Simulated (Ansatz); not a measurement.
Set up this calculation in Ansatz 0.2.0, as the native input.

```
Task                : single point
Functional          : PBEsol
Potentials or basis : all-electron LAPW, scalar-relativistic
Cutoff              : 304 eV (chosen from the basis error)
Basis error allowed : 0.001 eV/atom
k mesh              : 7 × 7 × 7
Occupations         : gaussian, width 0.05 eV
Spin                : collinear spin, ferromagnetic start
Starting moments    : [0.5, 0.0] μB
Hubbard terms       : Ta d U = 4 eV
```

Crystal: TaN.

```
CELL_PARAMETERS angstrom
2.73231 0.00000 0.00000
0.00000 2.73231 0.00000
0.00000 0.00000 2.73231
ATOMIC_POSITIONS crystal
Ta 0.00000 0.00000 0.00000
N 0.50000 0.50000 0.50000
```

The cell comes from a database or a generator and needn't be the stable form of this composition.

The input as run:

input.yaml

```yaml
crystal:
  lattice:
    - [2.73230769, 0.0, 0.0]
    - [0.0, 2.73230769, 0.0]
    - [0.0, 0.0, 2.73230769]
  atoms:
    - { symbol: Ta, position: [0.0, 0.0, 0.0], spin: 0.5 }
    - { symbol: "N", position: [0.5, 0.5, 0.5] }
kpoints:
  mp_grid: { grid: [7, 7, 7] }
scf:
  occupations: { method: gaussian, width: 0.05 }
hamiltonian:
  xc: pbesol
  pseudopotentials: { kind: all_electron, lapw: { basis_error: 0.001 } }
  hubbard:
    sites: [{ species: Ta, l: d, u_eff: 4 }]
    double_counting: fll
    projectors: ortho-atomic
magnetization:
  spin_polarized: true
output:
  forces: true
  stress: true
  eigenvalues: true
  hubbard: {}
```

Potentials or basis: all-electron LAPW, scalar-relativistic.

Run with:

```bash
$ ansatz run input.yaml --threads 1 --pin off --max-ram 3072MiB --backend cpu --events-out ev --progress --plain --runs-dir out
```

Results of the run:

```json
{
  "Pressure": "2.9 GPa",
  "Band gap on the k mesh": "none (metal or under the smearing width)",
  "Net moment": "0.22 μB per cell",
  "Absolute moment": "0.22 μB per cell",
  "Site moments": "Ta +0.19; N -0.00 μB"
}
```

Caveat: the k mesh is thin for a metal, which can move the energy by tens of meV per atom; U is the effective U less J, on atomic orbitals that reach past the spheres.

Wall time 64 s on 1 thread of Arm Neoverse V2, on a shared host, peak memory 0.58 GiB.
